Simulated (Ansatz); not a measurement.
The cell below belongs to a search over invented structures; it isn't taken from experiment.

Input and command of a plane-wave DFT calculation in Ansatz:

```yaml
crystal:
  lattice:
    - [2.9596713287, 0.0, 0.0]
    - [0.0, 2.9596713287, 0.0]
    - [0.0, 0.0, 6.9580773509]
  atoms:
    - { symbol: W, position: [0.0, 0.0, 0.0] }
    - { symbol: S, position: [0.5, 0.5, 0.2092310433] }
    - { symbol: S, position: [0.5, 0.5, 0.7907689567] }
basis:
  ecutwfc: 420
kpoints:
  mp_grid: { grid: [16, 16, 8] }
hamiltonian:
  xc: pbe
scf:
  occupations: { method: gaussian, width: 0.1 }
output:
  forces: true
  stress: true
  eigenvalues: true
relax:
  adjacent_minimum: "off"
  f_tol: 0.01
  max_steps: 80
  cell: { stress_tol: 0.05 }
```

```bash
ansatz run input.yaml --threads 1 --pin off --max-ram 2048MiB --backend cpu --events-out ev --progress --plain --runs-dir out
```

Processor: Arm Neoverse V1, 1 thread, on a host shared with other jobs.

**Question.** Estimate time, memory and problem size.

**Answer.** About 2 min, peak memory 0.48 GiB. It solves 17 bands at 225 k points (after reduction by symmetry) with about 1213 plane waves (on the last cell), in 50 SCF iterations over 8 ionic steps.
